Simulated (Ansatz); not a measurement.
# TiTe2 (CdI2 type): response to moved atoms and strain

Aim: move atoms of TiTe2 (CdI2 type) or strain its cell, and read the forces, the stress and the rise in energy.

Method: DFT r²SCAN, scalar-relativistic, plane waves, PAW, in Ansatz 0.2.0.

2 further runs of the same task are left out: 1 that didn't finish, 1 set aside as unsound or not needed.

### Step 1. Starting point

Symmetry: P-3m1, No. 164, trigonal system. The conventional cell has a = 3.815 Å, b = 3.815 Å, c = 6.768 Å, α = 90.00°, β = 90.00°, γ = 120.00°. Around Ti (site symmetry -3m) lie 6 Te at 2.77 Å. Te (site symmetry 3m) is surrounded by 3 Ti at 2.77 Å.

As a file:

```
Ti Te
1.0
     3.81516    0.00000    0.00000
    -1.90758    3.30402    0.00000
     0.00000    0.00000    6.76799
Ti Te
1 2
Direct
  0.00000 0.00000 0.00000
  0.33333 0.66667 0.24920
  0.66667 0.33333 0.75080
```

This cell comes from an earlier session at r²SCAN: 28.438 Å³/atom at 0.06 GPa, on a 10×10×6 mesh.

The changes: atom 2 (Te) moved 0.05 Å along z; strain e4 = -0.02, atoms carried along; all atoms moved at random (σ = 0.06 Å), cell strained at random (1 %).

### Step 2. Atom 2 (Te) moved 0.05 Å along z

input.yaml

```yaml
crystal:
  lattice:
    - [3.8151559437, 0.0, 0.0]
    - [-1.9075779719, 3.3040219667, 0.0]
    - [0.0, 0.0, 6.767989229]
  atoms:
    - { symbol: Ti, position: [0.0, 0.0, 0.0] }
    - { symbol: Te, position: [0.3333333333, 0.6666666667, 0.2565913768] }
    - { symbol: Te, position: [0.6666666667, 0.3333333333, 0.7507963418] }
basis:
  ecutwfc: 500
  ecutrho_ratio: 4
kpoints:
  mp_grid: { grid: [10, 10, 6] }
hamiltonian:
  xc: r2scan
scf:
  occupations: { method: gaussian, width: 0.05 }
output:
  forces: true
  stress: true
  eigenvalues: true
  write_density: true
  write_potential: true
  elf: true
  volumetric_format: npy
```

Command:

```
$ ansatz run input.yaml --threads 4 --pin off --max-ram 7168MiB --backend cpu --events-out ev --progress --plain --runs-dir out
```

Standard output, cut to the lines that bear on the results:

```text
Warning: RAYON_NUM_THREADS=4 ignored (pool sized by the plan → 4); use --threads N
[...]
Pseudopotentials: kind: paw
Pseudopotential: Ti, paw, valence charge 12, recommended cutoff 500 eV (meta_gga), Ti.paw.azcp
Pseudopotential: Te, paw, valence charge 16, recommended cutoff 500 eV (meta_gga), Te.paw.azcp
Functional definition: r2SCAN
[...]
Crystal: 3 atoms, lattice volume = 85.313 Å³
Basis set: ecut = 500 eV, 2143 PW (Γ), exchange–correlation on 120×120×200 points (64 copies of the dense FFT grid, shifted against one another)
Bands: 27, of which v1, the nominal top of the filled ones, is band 22 counted from 1 (21 counted from 0)
Symmetry: 6 space group operations
Space group: P3m1 (ITA 156), of the structure as read, at distance tolerance 4.4e-5 Å
k-points: 72 of 600 (time reversal used)
[...]
SCF iter   1: F=—  HF=-16496.551575 eV  |F-HF|=—  |Δ(HF+E_count)|=         —  Δρ=2.25e-2  dr2=9.34e-1  dr2_τ=2.70e-2  ethr=1.77e-3  ⟨swp⟩=6.2  Hψ=8808  notcnv=0
[...]
SCF iter   8: F=-16496.505298 eV  HF=-16496.505298 eV  |F-HF|=4.42e-8  |Δ(HF+E_count)|=   1.70e-7  Δρ=5.44e-6  dr2=5.68e-8  dr2_τ=7.64e-10  ethr=2.27e-10  ⟨swp⟩=14.1  Hψ=13560  notcnv=0
[...]
SCF converged after 8 iterations
Free energy (F): -16496.505298 eV
[...]
E sigma→0 (E₀):  -16496.504446 eV
Entropy (-TS):   -0.001704 eV (-0.568 meV/atom)
Fermi energy:    9.324105 eV
[...]
--- Forces (eV/Å), atoms counted from 1 ---
  atom   1  Ti    -0.00000000     0.00000000     0.25487345
  atom   2  Te     0.00000000     0.00000000    -0.35467599
  atom   3  Te    -0.00000000     0.00000000     0.09981005
[...]
--- Stress (GPa, compression-positive) ---
       -0.590089      -0.000000       0.000000
       -0.000000      -0.590089       0.000000
        0.000000      -0.000000      -1.166933
  P = ⅓ Tr σ = -0.7824 GPa (-7.824 kbar)
--- Band table (eV; the first three rows and the last of 72) ---
  k-point 0: bands = ["-50.8343", "-28.0502", "-28.0502", "-28.0192", "-28.0192", "-28.0146", "-28.0146", "-28.0045", "-27.9844", "-27.9844", "-27.9694", "-26.0056", "-26.0056", "-25.9764", "-3.4005", "-2.0639", "4.1644", "7.4179", "7.4179", "9.3764", "9.6957", "9.6957", "9.8001", [...]
[...]
```

Run time: 12 s. Hardware: 4 threads of Arm Neoverse V2, shared host; peak memory 0.61 GiB.

This gives: volume 28.438 Å³/atom, pressure -0.78 GPa, no gap.

Forces on the atoms, as numbers:

```csv
atom,x (eV/Å),y (eV/Å),z (eV/Å)
Ti1,0.000,0.000,0.255
Te2,0.000,0.000,-0.355
Te3,0.000,0.000,0.100
```

Density in a lattice plane of the grid's cell (edges 3.82 and 6.77 Å, at 0.000 of the third edge), which holds Ti.

Values in e/Å³, 12 rows by 6 columns:
```
 4.01  0.91  0.19  0.18  0.19  0.91
 0.18  0.19  0.27  0.33  0.27  0.19
 0.08  0.13  0.29  0.43  0.29  0.13
 0.04  0.08  0.19  0.29  0.19  0.08
 0.02  0.03  0.08  0.11  0.08  0.03
 0.01  0.02  0.04  0.05  0.04  0.02
 0.02  0.03  0.08  0.12  0.08  0.03
 0.04  0.08  0.20  0.30  0.20  0.08
 0.08  0.14  0.29  0.43  0.29  0.14
 0.18  0.19  0.26  0.32  0.26  0.19
 4.01  0.91  0.18  0.17  0.18  0.91
10.12  3.04  0.14  0.12  0.14  3.04
```
Columns run along the first of these edges and rows up along the second, over one cell in 6 and 12 even steps from the bottom left corner. Atoms in the plane (fractional): Ti at (0.00, 0.00).

ELF in the same plane.

Values, 12 rows by 6 columns:
```
0.56 0.38 0.35 0.56 0.35 0.38
0.04 0.22 0.67 0.62 0.67 0.22
0.10 0.39 0.64 0.56 0.64 0.39
0.06 0.24 0.63 0.65 0.63 0.24
0.02 0.07 0.35 0.49 0.35 0.07
0.01 0.02 0.05 0.07 0.05 0.02
0.02 0.08 0.40 0.55 0.40 0.08
0.06 0.25 0.63 0.64 0.63 0.25
0.10 0.39 0.64 0.55 0.64 0.39
0.05 0.22 0.66 0.63 0.66 0.22
0.56 0.38 0.32 0.53 0.32 0.38
0.00 0.58 0.08 0.27 0.08 0.58
```
Columns run along the first of these edges and rows up along the second, over one cell in 6 and 12 even steps from the bottom left corner. Atoms in the plane (fractional): Ti at (0.00, 0.00).

Both are smooth fields of the valence electrons: close to the nuclei they are not physical.

Outside the cores ELF peaks at 0.78 beside Te, off the lines to its neighbours, 1.3 Å from Te; 0.72 on the Te–Ti line, 1.3 Å from Te.

ELF in the plane through atom 1 (Ti) and two of its nearest Te neighbours, 7.2 Å on a side, that atom in the middle and its first bond to the right.

Ten even steps from '0' (0.00) to '9' (0.76):
```
1135521268766678971038987
1587773388631137893027998
3860286487410015784014899
2676773387520026783000246
1147620278765567751000000
3444332247888888521245542
7988887433345554335788898
7655678731146511378766678
6310257842676862497520147
6100047844940494587300026
7310257942786762487520146
8765678731156411378665567
9988875334454432357888897
3566421258888886422344443
0000001577655678620267411
5310004876200358833776762
9973015875000158836820683
9996104986301368833777852
8997202898766678621255311
```
Atoms in the plane (Å from the middle): Te (-2.8, 0.0), Te (0.2, 2.8), Ti (-2.6, 2.8), Te (-0.2, -2.8), Te (2.8, 0.0), Ti (0.0, 0.0), Ti (2.6, -2.8).

### Step 3. Strain e4 = -0.02, atoms carried along

input.yaml

```yaml
crystal:
  lattice:
    - [3.8151559437, 0.0, 0.0]
    - [-1.9075779719, 3.3040219667, -0.0330402197]
    - [0.0, -0.0676798923, 6.767989229]
  atoms:
    - { symbol: Ti, position: [0.0, 0.0, 0.0] }
    - { symbol: Te, position: [0.3333333333, 0.6666666667, 0.2492036582] }
    - { symbol: Te, position: [0.6666666667, 0.3333333333, 0.7507963418] }
basis:
  ecutwfc: 500
  ecutrho_ratio: 4
kpoints:
  mp_grid: { grid: [10, 10, 6] }
hamiltonian:
  xc: r2scan
scf:
  occupations: { method: gaussian, width: 0.05 }
output:
  forces: true
  stress: true
  eigenvalues: true
```

Command:

```
$ ansatz run input.yaml --threads 4 --pin off --max-ram 7168MiB --backend cpu --events-out ev --progress --plain --runs-dir out
```

Standard output, cut to the lines that bear on the results:

```text
Warning: RAYON_NUM_THREADS=4 ignored (pool sized by the plan → 4); use --threads N
[...]
[... 4 set-up lines as earlier in the session ...]
[...]
Crystal: 3 atoms, lattice volume = 85.304 Å³
Basis set: ecut = 500 eV, 2131 PW (Γ), exchange–correlation on 120×120×200 points (64 copies of the dense FFT grid, shifted against one another)
Bands: 27, of which v1, the nominal top of the filled ones, is band 22 counted from 1 (21 counted from 0)
Symmetry: 4 space group operations
Space group: C2/m (ITA 12), of the structure as read, at distance tolerance 4.4e-5 Å
k-points: 172 of 600
[...]
SCF iter   1: F=—  HF=-16496.551419 eV  |F-HF|=—  |Δ(HF+E_count)|=         —  Δρ=2.24e-2  dr2=9.15e-1  dr2_τ=2.64e-2  ethr=1.77e-3  ⟨swp⟩=6.1  Hψ=21011  notcnv=0
[...]
SCF iter   8: F=-16496.508456 eV  HF=-16496.508456 eV  |F-HF|=8.95e-9  |Δ(HF+E_count)|=   8.55e-8  Δρ=6.03e-6  dr2=2.27e-8  dr2_τ=2.53e-9  ethr=2.27e-10  ⟨swp⟩=8.5  Hψ=20425  notcnv=0
[...]
SCF converged after 8 iterations
Free energy (F): -16496.508456 eV
[...]
E sigma→0 (E₀):  -16496.507799 eV
Entropy (-TS):   -0.001314 eV (-0.438 meV/atom)
Fermi energy:    9.308985 eV
[...]
--- Forces (eV/Å), atoms counted from 1 ---
  atom   1  Ti     0.00000000     0.00000000     0.00000000
  atom   2  Te    -0.00000000     0.15161064     0.00720467
  atom   3  Te     0.00000000    -0.15161064    -0.00720467
[...]
--- Stress (GPa, compression-positive) ---
       -0.269891      -0.000000      -0.000000
       -0.000000       0.419616       1.088598
       -0.000000       1.088598       0.117120
  P = ⅓ Tr σ = 0.0889 GPa (0.889 kbar)
--- Band table (eV; the first three rows and the last of 172) ---
[... band rows left out ...]
[...]
```

Run time: 13 s. Hardware: 4 threads of Arm Neoverse V2, shared host; peak memory 0.84 GiB.

This gives: volume 28.435 Å³/atom, pressure 0.09 GPa, metallic.

Forces on the atoms, as numbers:

```csv
atom,x (eV/Å),y (eV/Å),z (eV/Å)
Te2,0.000,0.152,0.007
Te3,0.000,-0.152,-0.007
```

### Step 4. All atoms moved at random (σ = 0.06 Å), cell strained at random (1 %)

input.yaml

```yaml
crystal:
  lattice:
    - [3.818289033, 0.0023938382, 0.0251103291]
    - [-1.9070713918, 3.2357051796, -0.0233449448]
    - [0.0445450827, -0.0221018858, 6.8253996421]
  atoms:
    - { symbol: Ti, position: [0.0063248784, 0.0025612473, -0.0017824072] }
    - { symbol: Te, position: [0.3296682764, 0.6816708377, 0.2539750004] }
    - { symbol: Te, position: [0.6640068453, 0.315767915, 0.7478074069] }
basis:
  ecutwfc: 500
  ecutrho_ratio: 4
kpoints:
  mp_grid: { grid: [10, 10, 6] }
hamiltonian:
  xc: r2scan
scf:
  occupations: { method: gaussian, width: 0.05 }
output:
  forces: true
  stress: true
  eigenvalues: true
```

Command:

```
$ ansatz run input.yaml --threads 4 --pin off --max-ram 7168MiB --backend cpu --events-out ev --progress --plain --runs-dir out
```

Standard output, cut to the lines that bear on the results:

```text
Warning: RAYON_NUM_THREADS=4 ignored (pool sized by the plan → 4); use --threads N
[...]
[... 4 set-up lines as earlier in the session ...]
[...]
Crystal: 3 atoms, lattice volume = 84.353 Å³
Basis set: ecut = 500 eV, 2119 PW (Γ), exchange–correlation on 120×120×200 points (64 copies of the dense FFT grid, shifted against one another)
Bands: 27, of which v1, the nominal top of the filled ones, is band 22 counted from 1 (21 counted from 0)
Symmetry: 1 space group operations
Space group: P1 (ITA 1), of the structure as read, at distance tolerance 4.4e-5 Å
k-points: 304 of 600 (time reversal used)
[...]
SCF iter   1: F=—  HF=-16496.533430 eV  |F-HF|=—  |Δ(HF+E_count)|=         —  Δρ=2.20e-2  dr2=8.88e-1  dr2_τ=2.54e-2  ethr=1.77e-3  ⟨swp⟩=6.1  Hψ=37026  notcnv=0
[...]
SCF iter   9: F=-16496.492251 eV  HF=-16496.492251 eV  |F-HF|=2.99e-9  |Δ(HF+E_count)|=   1.05e-8  Δρ=1.90e-6  dr2=5.10e-9  dr2_τ=2.04e-10  ethr=2.27e-10  ⟨swp⟩=4.0  Hψ=25302  notcnv=0
[...]
SCF converged after 9 iterations
Free energy (F): -16496.492251 eV
[...]
E sigma→0 (E₀):  -16496.491128 eV
Entropy (-TS):   -0.002246 eV (-0.749 meV/atom)
Fermi energy:    9.492727 eV
[...]
--- Forces (eV/Å), atoms counted from 1 ---
  atom   1  Ti    -0.12235776    -0.04446879     0.18053640
  atom   2  Te     0.11451276    -0.13182622    -0.29686506
  atom   3  Te     0.00784171     0.17629933     0.11632569
[...]
--- Stress (GPa, compression-positive) ---
       -0.149798      -0.046180       0.198616
       -0.046180       0.499078      -0.735543
        0.198616      -0.735544      -0.760628
  P = ⅓ Tr σ = -0.1371 GPa (-1.371 kbar)
--- Band table (eV; the first three rows and the last of 304) ---
[... band rows left out ...]
[...]
```

Run time: 36 s. Hardware: 4 threads of Arm Neoverse V2, shared host; peak memory 1 GiB.

Read off: volume 28.118 Å³/atom, pressure -0.14 GPa, no gap.

Forces on the atoms, as numbers:

```csv
atom,x (eV/Å),y (eV/Å),z (eV/Å)
Ti1,-0.122,-0.044,0.181
Te2,0.115,-0.132,-0.297
Te3,0.008,0.176,0.116
```

### Step 5. The distortions side by side

| change | change of free energy (meV/atom) | largest force (eV/Å) | largest change of stress (GPa) |
| --- | --- | --- | --- |
| atom 2 (Te) moved 0.05 Å along z | 2.97 | 0.355 | 1.24 |
| strain e4 = -0.02, atoms carried along | 1.92 | 0.152 | 1.09 |
| all atoms moved at random (σ = 0.06 Å), cell strained at random (1 %) | 7.32 | 0.344 | 0.84 |

Moving atom 2 by 0.05 Å meets a restoring force of 0.355 eV/Å along the move, a force constant of about 7.1 eV/Å². The strain e4 = -0.02 changes that stress component by +1.09 GPa (compression positive), a ratio of 54 GPa; that is a secant over a finite strain with the atoms carried along, not the elastic constant. No change lowers the energy by more than 0.5 meV/atom; other distortions weren't tried. Spin–orbit coupling is left out, though the cell holds Te; it can open a gap where p bands cross. No dispersion term is included, so distances between weakly bound layers or units are the least certain numbers.
